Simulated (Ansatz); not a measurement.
Here is an Ansatz 0.2.0 calculation.

Contents of input.yaml:

```yaml
crystal:
  lattice:
    - [0.0, 3.01, 3.01]
    - [3.01, 0.0, 3.01]
    - [3.01, 3.01, 0.0]
  atoms:
    - { symbol: Sn, position: [0.0, 0.0, 0.0] }
    - { symbol: Se, position: [0.5, 0.5, 0.5] }
kpoints:
  mp_grid: { grid: [8, 8, 8] }
  band_path:
    path:
      - [0.0, 0.0, 0.0]
      - [0.5, 0.0, 0.5]
      - [0.5, 0.25, 0.75]
      - [0.375, 0.375, 0.75]
      - [0.0, 0.0, 0.0]
      - [0.5, 0.5, 0.5]
      - [0.625, 0.25, 0.625]
      - [0.5, 0.25, 0.75]
    npoints: 6
scf:
  occupations: { method: fermi_dirac, width: 0.05 }
hamiltonian:
  xc: pbesol
  pseudopotentials:
    kind: all_electron
    lapw: { basis_error: 0.001 }
    dirac_shells: { Se: ["3p"], Sn: ["3p", "3d"] }
output:
  forces: true
  stress: true
  eigenvalues: true
```

Potentials or basis: all-electron LAPW, inner shells corrected to Dirac's equation.

Run with:

```bash
$ ansatz run input.yaml --threads 1 --pin off --max-ram 3072MiB --backend cpu --events-out ev --progress --plain --runs-dir out
```

Task: Predict the band gap along the path.

Result: 0.29 eV, direct.

Task: Estimate the pressure.

Result: -1.9 GPa.

Levels at the corners of the path, in eV from the valence-band top:
```csv
point,band 21,band 22,band 23,band 24,band 25,band 26
Γ,-2.15,-2.15,-2.15,4.32,4.32,4.32
X,-5.47,-3.62,-3.62,2.95,5.35,5.35
W,-4.70,-4.70,-0.77,1.48,4.74,4.74
K,-5.06,-3.14,-2.46,3.22,3.62,5.24
Γ,-2.15,-2.15,-2.15,4.32,4.32,4.32
L,-1.91,-1.91,-0.06,0.59,1.25,1.25
U,-5.06,-3.14,-2.46,3.22,3.62,5.24
W,-4.70,-4.70,-0.77,1.48,4.74,4.74
```

Caveat: spin-orbit coupling is left out, which moves the levels of the heavy elements.
